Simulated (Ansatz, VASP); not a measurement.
# Two plane-wave programs on CO

File POSCAR:

```
CO
1.0
    5.6300000000      0.0000000000      0.0000000000
    0.0000000000      5.6300000000      0.0000000000
    0.0000000000      0.0000000000      5.6300000000
C O
4 4
Direct
    0.9580000000      0.9580000000      0.9580000000
    0.5420000000      0.0420000000      0.4580000000
    0.4580000000      0.5420000000      0.0420000000
    0.0420000000      0.4580000000      0.5420000000
    0.0670000000      0.0670000000      0.0670000000
    0.4330000000      0.9330000000      0.5670000000
    0.5670000000      0.4330000000      0.9330000000
    0.9330000000      0.5670000000      0.4330000000
```

The input INCAR.step1:

```
SYSTEM = CO
PREC = Accurate
ENCUT = 520
ISMEAR = -1
SIGMA = 0.1
LREAL = .FALSE.
LASPH = .TRUE.
NELM = 100
NBANDS = 30
GGA = PE
ALGO = Normal
EDIFF = 1E-4
LWAVE = .TRUE.
LCHARG = .FALSE.
```

INCAR.step2

```
SYSTEM = CO
PREC = Accurate
ENCUT = 520
EDIFF = 1E-6
ISMEAR = -1
SIGMA = 0.1
LREAL = .FALSE.
LASPH = .TRUE.
NELM = 100
ALGO = Normal
ISIF = 2
LWAVE = .FALSE.
LCHARG = .FALSE.
METAGGA = R2SCAN
LMIXTAU = .TRUE.
NBANDS = 30
ISTART = 1
```

KPOINTS

```
regular mesh
0
G
  5 5 5
  0 0 0
```

Input for Ansatz:

```yaml
crystal:
  lattice:
    - [5.63, 0.0, 0.0]
    - [0.0, 5.63, 0.0]
    - [0.0, 0.0, 5.63]
  atoms:
    - { symbol: C, position: [0.958, 0.958, 0.958] }
    - { symbol: C, position: [0.542, 0.042, 0.458] }
    - { symbol: C, position: [0.458, 0.542, 0.042] }
    - { symbol: C, position: [0.042, 0.458, 0.542] }
    - { symbol: O, position: [0.067, 0.067, 0.067] }
    - { symbol: O, position: [0.433, 0.933, 0.567] }
    - { symbol: O, position: [0.567, 0.433, 0.933] }
    - { symbol: O, position: [0.933, 0.567, 0.433] }
  symmetry: { tolerance: 0.0003 }
kpoints:
  mp_grid: { grid: [5, 5, 5], shift: [0, 0, 0] }
  band_path:
    path:
      - [0.0, 0.0, 0.0]
      - [0.0, 0.5, 0.0]
      - [0.5, 0.5, 0.0]
      - [0.0, 0.0, 0.0]
      - [0.5, 0.5, 0.5]
      - [0.0, 0.5, 0.0]
      - [0.5, 0.5, 0.5]
      - [0.5, 0.5, 0.0]
      - [0.5, 0.0, 0.0]
    npoints: 7
magnetization:
  spin_polarized: false
scf:
  occupations: { method: fermi_dirac }
  lower_state_search: "off"
  max_iter: 200
hamiltonian:
  pseudopotentials: { kind: paw }
  xc: r2scan
basis:
  ecutwfc: 500
  fft_grid_basis: typed
output:
  forces: true
  stress: true
  eigenvalues: true
  bader: true
  populations: true
  elf: true
  write_potential: true
  volumetric_format: npy
  dos:
    e_range: [-12, 8]
    de: 0.05
    projected: { site_lists: { C: [C], O: [O] } }
checkpoint:
  read: saved_state
```

Alike in both runs: task single point; functional r2SCAN; k mesh 5 × 5 × 5; no spin polarisation.

```csv
,VASP,Ansatz
version,VASP 6.6.1,Ansatz 0.2.0
potentials or method,"VASP PAW PBE potentials, release 64 (C, O)",PAW plane waves
plane-wave cutoff (eV),520,500
occupations,"fermi-dirac, width 0.1 eV",fermi-dirac
valence electrons in the cell,40,40
```

|  | VASP | Ansatz | Ansatz less VASP |
| --- | --- | --- | --- |
| gap on the k mesh at the Fermi level (eV) | 7.15 | 7.11 | -0.041 |
| pressure (GPa) | 14.2 | 12.3 | -1.82 |
| rms of the force components (eV/Å) | 6.500 | 5.572 | -0.9284 |

Atom by atom the forces differ by 0.928 eV/Å (rms over components).

Caveats: the standard files for N, O and F lose accuracy on very short bonds; the PAW data sets were made with another functional, which shifts forces and pressure a little (VASP); an odd mesh through Γ misses points on the zone boundary, where band edges often lie. r2SCAN opens gaps a little over a GGA but as a rule still falls short of measured ones.
